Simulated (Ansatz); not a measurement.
**Pt: clamped-ion strain scan**

Computed with DFT PBE, scalar-relativistic, plane waves, PAW in Ansatz. Cutoff 300 eV, Γ-centred 12×12×12 k-points, Gaussian smearing of 0.15 eV. The mesh is coarse. Spin–orbit coupling is left out, which can shift energies with elements as heavy as these. The cutoff lies under the one recommended for these potentials. No spin polarisation. Energies are free energies at this smearing, counted from the undisturbed cell; pressure is positive in compression.

Zero of the scan (as given, not relaxed at this level; it stands at -1.4 GPa; this bcc form isn't the usual structure):

```
CELL_PARAMETERS angstrom
-1.58422 1.58422 1.58422
1.58422 -1.58422 1.58422
1.58422 1.58422 -1.58422
ATOMIC_POSITIONS crystal
Pt 0.00000 0.00000 0.00000
```

The cell is strained by ε times the Voigt pattern (0, 0, 0, 1, 0, 0) (xx, yy, zz, yz, xz, xy; engineering shear) with fractional coordinates fixed. The cell is metallic on the mesh throughout.

| ε | ΔE (meV/atom) | stress summed along the pattern (GPa, tension positive) | pressure (GPa) |
| --- | --- | --- | --- |
| -0.1000 | ? | -15.21 | ? |
| -0.0500 | 18.9 | -7.64 | -0.5 |
| 0.0000 | 0.0 | 0.00 | -1.4 |
| 0.0125 | 0.9 | 1.86 | -1.3 |
| 0.0250 | 4.8 | 3.77 | -1.2 |
| 0.0375 | ? | 5.72 | ? |
| 0.0625 | 29.0 | 9.54 | -0.1 |
| 0.0750 | 42.2 | 11.43 | 0.5 |
| 0.0875 | 58.0 | 13.31 | 1.2 |

By symmetry 0.1000 repeats -0.1000, -0.0750 repeats 0.0750, 0.0500 repeats -0.0500, -0.0250 repeats 0.0250 in energy; the slope of the energy along the path changes sign there.

Q: Give the withheld values.

A: ΔE (meV/atom) at ε = -0.1000: 76.5; pressure (GPa) at ε = -0.1000: 2.1; ΔE (meV/atom) at ε = 0.0375: 10.7; pressure (GPa) at ε = 0.0375: -0.9.

Cost: 9 runs of about 0.15 core-minutes in all, on Intel Xeon 6975P-C (Granite Rapids) (shared hosts).